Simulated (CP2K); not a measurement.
Runs of CP2K 2026.2 on Pd. It takes space group Fm-3m (No. 225, cubic). The conventional cell has a = 3.893 Å, b = 3.893 Å, c = 3.893 Å, α = 90.00°, β = 90.00°, γ = 90.00°. Around Pd (site symmetry m-3m) lie 12 Pd at 2.75 Å. 

```csv
level,cutoff radius of the dispersion sum (A),D3 from the s-dftd3 library (D3_REFERENCE_CODE),gap on the mesh (eV),pressure (GPa)
RPBE+D4,20,-,none,3.9
RPBE+D3(BJ),20,yes,none,-27.9
RPBE,-,-,none,13.7
RPBE+D3,20,yes,none,(a)
RPBE+D3(BJ)+ATM,20,yes,none,(b)
```

Alike in all rows: task single point; potentials or basis POTENTIAL_UZH Pd GTH-PBE-q18; TZVP-MOLOPT-PBE-GTH basis; no spin polarisation; cell as given; k mesh 12 × 12 × 12; smearing fermi-dirac 0.05 eV.

**Question.** Fill in the values left out.

**Answer.** (a) 5.1; (b) -26.6.

Caveats: the potentials were made for another functional, which shifts forces and pressure; the basis of atomic orbitals isn't converged, which shifts pressures, moduli and gaps; pairwise dispersion overbinds metals, which lowers pressure and volume (some runs).

A k mesh can miss the band edges, and the runs leave out spin-orbit coupling on Pd.

A gap of «none» marks a metal or a gap under the smearing width.
